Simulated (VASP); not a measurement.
Here is a VASP 6.6.1 calculation.

INCAR

```
SYSTEM = Li
PREC = Accurate
ENCUT = 520
EDIFF = 1E-7
ISMEAR = 1
SIGMA = 0.1
LREAL = .False.
LASPH = .True.
NELM = 100
ALGO = Fast
ISIF = 2
LWAVE = .False.
LCHARG = .False.
GGA = PS
NBANDS = 10
```

KPOINTS

```
regular mesh
0
Gamma
  20 20 20
  0 0 0
```

The input POSCAR:

```
Li
1.0
    3.4332067972      0.0000000000      0.0000000000
    0.0000000000      3.4332067972      0.0000000000
    0.0000000000      0.0000000000      3.4332067972
Li
2
Direct
    0.0000000000      0.0000000000      0.0000000000
    0.5000000000      0.5000000000      0.5000000000
```

Potentials or basis: VASP PAW PBE potentials, release 64 (Li_sv).

Run with:

```console
$ cat potpaw_PBE.64/Li_sv/POTCAR > POTCAR
$ mpirun -np 1 vasp_std > vasp.out
```

**Question.** Predict the band gap on the k mesh.

**Answer.** None (metal or under the smearing width).
